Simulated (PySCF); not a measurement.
**Peak assignment**

Bonds (- single, = double, # triple, : aromatic): C1#C2 1.200 Å, C2-C3 1.416 Å, C3:C4 1.395 Å, C4:C5 1.382 Å, C5:C6 1.386 Å, C6:C7 1.386 Å, C7:C8 1.382 Å, C8:C3 1.395 Å. C1 carries H9; C4 carries H10; C5 carries H11; C6 carries H12; C7 carries H13; C8 carries H14.

[PySCF 2.14: geometry: GFN2-xTB; σ from GIAO-PBE0/pcSseg-1; no solvent model; relativity neglected; one computed conformer; averaged over atoms made equivalent by symmetry, fast rotation or ring inversion]

Chemical shifts δ = σref − σ; $^{13}$C (σ = 186.93 ppm) and $^{1}$H (σ = 31.72 ppm) vs TMS, all at this level.

(1) Assign these signals to the numbered atoms. $^{13}$C{$^{1}$H} NMR (computed): δ 139.6, 134.0, 133.8, 126.9, 89.2, 87.4.

(2) Assign these signals to the numbered atoms. $^{1}$H NMR (600 MHz, computed): δ 7.90 (d, 2H), 7.63 (m, 2H), 7.61 (m, 1H), 2.81 (s, 1H).

Answers

(1) 
| δ (ppm) | atoms | environment | reason |
| --- | --- | --- | --- |
| 139.6 | C4/C8 | aromatic CH | the aromatic region |
| 134.0 | C6 | aromatic CH | – |
| 133.8 | C5/C7 | aromatic CH | – |
| 126.9 | C3 | substituted aromatic carbon | – |
| 89.2 | C2 | alkyne carbon | sp carbons lie upfield of alkene carbons because the cylindrical π system leaves one tensor component strongly shielded |
| 87.4 | C1 | terminal alkyne carbon | sp carbons lie upfield of alkene carbons because the cylindrical π system leaves one tensor component strongly shielded |

C6 and C5/C7; C2 and C1 lie closer than the usual error of such a calculation, so a measured spectrum could show them in the other order.

(2) 
7.90 → H10/H14, hydrogen on an aromatic CH: ring-current deshielding
7.63 → H11/H13, hydrogen on an aromatic CH
7.61 → H12, hydrogen on an aromatic CH
2.81 → H9, hydrogen on a terminal alkyne carbon: it lies on the axis of the triple bond, in its shielding cone

H11/H13 and H12 lie closer than the usual error of such a calculation, so a measured spectrum could show them in the other order.

Shifts are as computed. Against solution values, carbons near 30 ppm lie about +3 ppm off and those near 130 ppm about +5 ppm. Of 246 compounds with measured shifts, 49 miss one by over three times the rms of a fit or turn the order of signals round; such compounds aren't used in these exercises. No couplings were computed; multiplicities are counted from neighbouring protons, with m where these are inequivalent, close in shift, in a saturated or five-membered ring or joined by F or P, and br s for small geminal =CH2 splittings.
